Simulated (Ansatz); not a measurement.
Mn3Si:

```xyz
4
Lattice="0.0000 2.8610 2.8610 2.8610 0.0000 2.8610 2.8610 2.8610 0.0000" Properties=species:S:1:pos:R:3 pbc="T T T"
Mn    4.2915    4.2915    4.2915
Mn    1.4305    1.4305    1.4305
Mn    2.8610    2.8610    2.8610
Si    0.0000    0.0000    0.0000
```

Base run:

- Program: Ansatz 0.2.0
- Functional: PBEsol
- Potentials or basis: Ansatz PAW
- Cutoff: 420 eV (not typed: the program's choice for these potentials)
- k mesh: 7 × 7 × 7
- Occupations: fermi-dirac, width 0.05 eV
- Spin: collinear spin, ferromagnetic start
- Starting moments: [2.0, 2.0, 2.0, 0.0] μB
- Fixed moment: 6 μB

Its results: pressure -7.5 GPa; site moments Mn +1.99, +1.88; Si -0.06 μB.

Task: The run is repeated on the same cell with these changes: fixed moment from 6 μB to 3 μB; moments at the start from [2.0, 2.0, 2.0, 0.0] to [1.0, 1.0, 1.0, 0.0]. What comes out?

Result: Pressure -19.5 GPa; site moments Mn +0.50, +1.92; Si -0.01 μB.

Caveats: the total moment is fixed, so each spin has its own Fermi level; the PAW data sets come from PBE, with cores solved anew for the run's functional, which leaves a small shift of forces and pressure; the thresholds are loose for stress.
